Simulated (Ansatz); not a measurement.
Rock-salt NaBr, treated with PBEsol-D3(BJ) (plane waves, PAW; Ansatz, an electronic-structure program).

Run with plane-wave cutoff 520 eV, 10×10×10 k mesh, Fermi–Dirac smearing 0.01 eV, scalar-relativistic PAW data made under PBE.

Cell (relaxed at this level):

```xyz
2
Lattice="0.0000 2.9031 2.9031 2.9031 0.0000 2.9031 2.9031 2.9031 0.0000" Properties=species:S:1:pos:R:3 pbc="T T T"
Na     0.0000     0.0000     0.0000
Br     2.9031     2.9031     2.9031
```

Problem. Predict the bulk modulus B0, band gap, width of the whole s-p valence band and pressure derivative B′ of the bulk modulus.

Solution. 
- bulk modulus B0 = 25.3 GPa
- band gap = 4.25 eV (direct)
- width of the whole s-p valence band = 13.03 eV
- pressure derivative B′ of the bulk modulus = 4.7

Measured, for comparison: band gap 7.1 eV (temperature not stated, not corrected to a static lattice; as tabulated in Aguado et al. (1998), arXiv:cond-mat/9809176); bulk modulus 22.6 GPa (4 K, zero-point motion not removed; as tabulated in Doll and Stoll (1998), arXiv:cond-mat/9801031). Computed (rounded) less measured: bulk modulus +12 %.

Spin–orbit coupling is not included.

Static lattice: no zero-point or thermal effects.

The result took around 30 core-seconds (rough).
